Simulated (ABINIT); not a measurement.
Crystal: Ag.

```
Ag
1.0
     0.00000    2.04275    2.04275
     2.04275    0.00000    2.04275
     2.04275    2.04275    0.00000
Ag
1
Direct
  0.00000 0.00000 0.00000
```

Base run:

```yaml
Program: ABINIT 10.8.3 (patched build)
Functional: PBE
Potentials_or_basis: JTH PAW PBE v2.0
Cutoff: 544 eV
k_mesh: 11 × 11 × 11
Occupations: fermi-dirac, width 0.05 eV
Spin: no spin polarisation
```

Its results: band gap on the k mesh none (metal or under the smearing width); pressure 4.5 GPa.

Task: The run is repeated on the same cell with these changes: functional from PBE to LDA. What comes out?

Result: Band gap on the k mesh none (metal or under the smearing width); pressure -7.4 GPa.

LDA binds more tightly than PBE, so the same cell stands under less pressure.

Caveats: the PAW data sets were made with another functional, which shifts forces and pressure a little (some runs).
